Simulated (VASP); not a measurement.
Write the native input for VASP 6.6.1 that does the following.

```yaml
Task: relaxation of cell and atoms
Functional: BLYP
Dispersion: D3
Potentials_or_basis: VASP PAW PBE potentials, release 64 (Zr_sv, S)
Cutoff: 600 eV
k_mesh: 9 × 9 × 9
Occupations: fermi-dirac, width 0.05 eV
Spin: no spin polarisation
Further_INCAR_settings: ALGO = Fast; EDIFF = 1e-06; IBRION = 2; EDIFFG = -0.01; NSW = 60; ISIF = 3
```

The structure of ZrS lies in POSCAR:

```
ZrS
1.0
    0.0000000000      2.6250000000      2.6250000000
    2.6250000000      0.0000000000      2.6250000000
    2.6250000000      2.6250000000      0.0000000000
Zr S
1 1
Direct
    0.0000000000      0.0000000000      0.0000000000
    0.5000000000      0.5000000000      0.5000000000
```

These files were run (other wordings do the same):

INCAR

```
PREC = Accurate ; ENCUT = 600
EDIFF = 1E-6 ; ISMEAR = -1
SIGMA = 0.05 ; LREAL = False
LASPH = True ; NELM = 60
ALGO = Fast ; ISIF = 3
LWAVE = False ; LCHARG = False
GGA = B5 ; ALDAX = 1.0
AGGAX = 1.0 ; AGGAC = 1.0
ALDAC = 0.0 ; IVDW = 11
VDW_S6 = 1.0 ; VDW_S8 = 1.682
VDW_SR = 1.094 ; VDW_SR8 = 1.0
IBRION = 2 ; NSW = 60
EDIFFG = -0.01
```

KPOINTS

```
regular mesh
0
Gamma
  9 9 9
```

Potentials or basis: VASP PAW PBE potentials, release 64 (Zr_sv, S).

The run is started by

```console
$ cat potpaw_PBE.64/Zr_sv/POTCAR potpaw_PBE.64/S/POTCAR > POTCAR
$ mpirun -np 1 vasp_std > vasp.out
```

Results of the run:

| Quantity | Value |
| --- | --- |
| Relaxed volume | 18.14 Å³/atom |
| Relaxed cell | a = 3.716 Å, b = 3.716 Å, c = 3.716 Å, α = 60.00°, β = 60.00°, γ = 60.00° |
| Space group after relaxing (to 0.05 Å) | Fm-3m (No. 225) |
| Energy gained by relaxing | 0.1 meV/atom |
| Ionic steps | 3 |
| Pressure after relaxing | 0.0 GPa |
| Dispersion energy per atom | -0.607 eV |

Caveat: the PAW data sets were made with another functional, which shifts forces and pressure a little.

It took 3.3 min on 1 thread of Intel(R) Xeon(R) Platinum 8488C (Sapphire Rapids), on a shared host, peak memory 0.19 GiB.
